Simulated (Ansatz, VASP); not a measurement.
## Two plane-wave programs on TePb

```
CELL_PARAMETERS angstrom
0.00000 3.26786 3.26786
3.26786 0.00000 3.26786
3.26786 3.26786 0.00000
ATOMIC_POSITIONS crystal
Te 0.50000 0.50000 0.50000
Pb 0.00000 0.00000 0.00000
```

Alike in both runs: task single point; functional PBE; k mesh 8 × 8 × 8; occupations fermi-dirac, width 0.02 eV; no spin polarisation.

|  | VASP | Ansatz |
| --- | --- | --- |
| version | VASP 6.6.1 | Ansatz 0.2.0 |
| potentials or method | VASP PAW PBE potentials, release 64 (Te, Pb_d) | plane waves, PAW |
| plane-wave cutoff (eV) | 520 | 420 |
| valence electrons in the cell | 20 | 30 |

```tsv
	VASP	Ansatz	Ansatz less VASP
gap on the k mesh at the Fermi level (eV)	0.80	0.80	-0.005
pressure (GPa)	0.6	0.6	+0.06
```

With one functional, cell and mesh, what is left measures potentials, basis and numerics. The two sets of potentials don't hold the same shells in valence.

Caveats: spin-orbit coupling is left out, which as a rule narrows the gap of such compounds by several tenths of an eV. A k mesh can miss the band edges.
